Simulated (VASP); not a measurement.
A run of VASP 6.6.1 is set up as follows.

INCAR

```
SYSTEM = Pd
PREC = Accurate
ENCUT = 520
EDIFF = 1E-7
ISMEAR = 0
SIGMA = 0.1
LREAL = .FALSE.
LASPH = .TRUE.
NELM = 100
ALGO = Fast
ISIF = 2
LWAVE = .FALSE.
LCHARG = .FALSE.
GGA = PS
NBANDS = 11
```

KPOINTS

```
regular mesh
0
G
  8 8 8
  0 0 0
```

The input POSCAR:

```
Pd
1.0
   -1.5432746588      1.5432746588      1.5432746588
    1.5432746588     -1.5432746588      1.5432746588
    1.5432746588      1.5432746588     -1.5432746588
Pd
1
Direct
    0.0000000000      0.0000000000      0.0000000000
```

Potentials or basis: VASP PAW PBE potentials, release 64 (Pd).

The run is started by

```sh
$ cat potpaw_PBE.64/Pd/POTCAR > POTCAR
$ mpirun -np 1 vasp_std > vasp.out
```

(1) Predict the band gap on the k mesh.

(2) What does it give for the pressure?

Results:

(1) none (metal or under the smearing width).

(2) -0.4 GPa.

Caveat: the PAW data sets were made with another functional, which shifts forces and pressure a little.
